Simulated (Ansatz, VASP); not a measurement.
**Pd: VASP beside Ansatz**

```xyz
4
Lattice="2.1052 -3.5679 0.0000 2.1052 3.5679 0.0000 0.0000 0.0000 4.2160" Properties=species:S:1:pos:R:3 pbc="T T T"
Pd    2.1052    2.4797    0.3310
Pd    2.1052   -1.0882    1.7770
Pd    2.1052   -2.4797    3.8850
Pd    2.1052    1.0882    2.4389
```

Alike in both runs: task single point; functional PBEsol; k mesh 6 × 6 × 4; occupations gaussian, width 0.1 eV; no spin polarisation.

```csv
,VASP,Ansatz
version,VASP 6.6.1,Ansatz 0.2.0
potentials or method,"VASP PAW PBE potentials, release 64 (Pd)","scalar-relativistic, plane waves, PAW"
plane-wave cutoff (eV),520,420
valence electrons in the cell,40,72
```

```csv
,VASP,Ansatz,Ansatz less VASP
gap on the k mesh at the Fermi level (eV),none,none,-
pressure (GPa),22.2,23.2,+1.00
largest component of the traceless stress (GPa),13.13,13.86,+0.730
rms of the force components (eV/Å),0.839,0.894,+0.0551
```

Atom by atom the forces differ by 0.056 eV/Å (rms over components). A gap of «none» marks a metal or a gap that the smearing closes. The two sets of potentials don't hold the same shells in valence.

Caveats: the k mesh is coarse (spacing up to 0.37 Å⁻¹), so the values aren't converged; so large a pressure means that the cell lies far from this level's equilibrium, or that cutoff or potentials fall short (VASP); the potentials were made for another functional, which shifts forces and pressure (VASP).
